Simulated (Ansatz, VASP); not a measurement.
One calculation of Ir, two programs

```xyz
1
Lattice="0.0000 1.9054 1.9054 1.9054 0.0000 1.9054 1.9054 1.9054 0.0000" Properties=species:S:1:pos:R:3 pbc="T T T"
Ir    0.0000    0.0000    0.0000
```

Alike in both runs: task single point; functional LDA; k mesh 22 × 22 × 22; occupations gaussian, width 0.15 eV; no spin polarisation.

|  | VASP | Ansatz |
| --- | --- | --- |
| version | VASP 6.6.1 | Ansatz 0.2.0 |
| potentials or method | VASP PAW LDA potentials, release 64 (Ir) | scalar-relativistic, plane waves, PAW |
| plane-wave cutoff (eV) | 520 | 420 |
| valence electrons in the cell | 9 | 17 |

```tsv
	VASP	Ansatz	Ansatz less VASP
gap on the k mesh at the Fermi level (eV)	none	none	-
pressure (GPa)	2.7	0.2	-2.54
```

A gap of «none» marks a metal or a gap that the smearing closes. The two sets of potentials don't hold the same shells in valence. Ansatz warned: «pseudo_functional_mismatch».

The runs have no spin-orbit coupling, so splittings on Ir are missing.
